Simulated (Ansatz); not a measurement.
AlSb (zinc blende), conventional cell a = b = c = 6.177 Å, α = β = γ = 90.00°. The calculation uses the primitive cell of 2 atoms, to which meshes and values per cell refer.

Two coordinates are scanned: the volume, and the ratio of the stretch along z (the conventional c axis) to the stretch across it. Atoms keep their fractional coordinates.

Computed with r2SCAN (plane waves to 500 eV, PAW, scalar-relativistic; Ansatz, a quantum-chemistry and plane-wave program). k mesh 13×13×13 (Γ-centred), Fermi-Dirac smearing 0.05 eV. Energies are smeared free energies. AlSb was relaxed with its symmetry unable to fall. Spin-orbit coupling is left out, though Sb is heavy.

Changes of ΔE (meV/atom) from the point V/V₀ = 1.000, (c/a)/(c/a)₀ = 1.000 when one coordinate moves alone (two changes are said to add if the coupling is within 5 % of the smaller one, nearly so within 20 %):

```tsv
point	change
V/V₀ = 1.000, (c/a)/(c/a)₀ = 0.920	17.39
V/V₀ = 1.000, (c/a)/(c/a)₀ = 0.960	4.41
V/V₀ = 0.960, (c/a)/(c/a)₀ = 1.000	8.83
V/V₀ = 0.980, (c/a)/(c/a)₀ = 1.000	2.14
V/V₀ = 1.020, (c/a)/(c/a)₀ = 1.000	1.97
V/V₀ = 1.040, (c/a)/(c/a)₀ = 1.000	7.62
V/V₀ = 1.000, (c/a)/(c/a)₀ = 1.040	4.51
V/V₀ = 1.000, (c/a)/(c/a)₀ = 1.080	18.19
```

Do the two effects add at V/V₀ = 1.040, (c/a)/(c/a)₀ = 1.080? Give the computed change.

The sum of the single changes is 7.62 + (18.19) = 25.81; the calculation gives 26.45, so the coupling contributes 0.64 (under 20 % of the smaller single change, nearly additive).

Do the two effects add at V/V₀ = 0.980, (c/a)/(c/a)₀ = 0.920? Give the computed change.

The sum of the single changes is 2.14 + (17.39) = 19.53; the calculation gives 19.00, so the coupling contributes -0.53 (over 20 % of the smaller single change, not additive).

What is the change at V/V₀ = 1.040, (c/a)/(c/a)₀ = 0.960, where both move, and how far is it from the sum?

The sum of the single changes is 7.62 + (4.41) = 12.03; the calculation gives 12.24, so they add (within 5 % of the smaller single change).

(A scan under strain: stresses follow from slopes of the energy per volume, elastic moduli from its curvatures.)
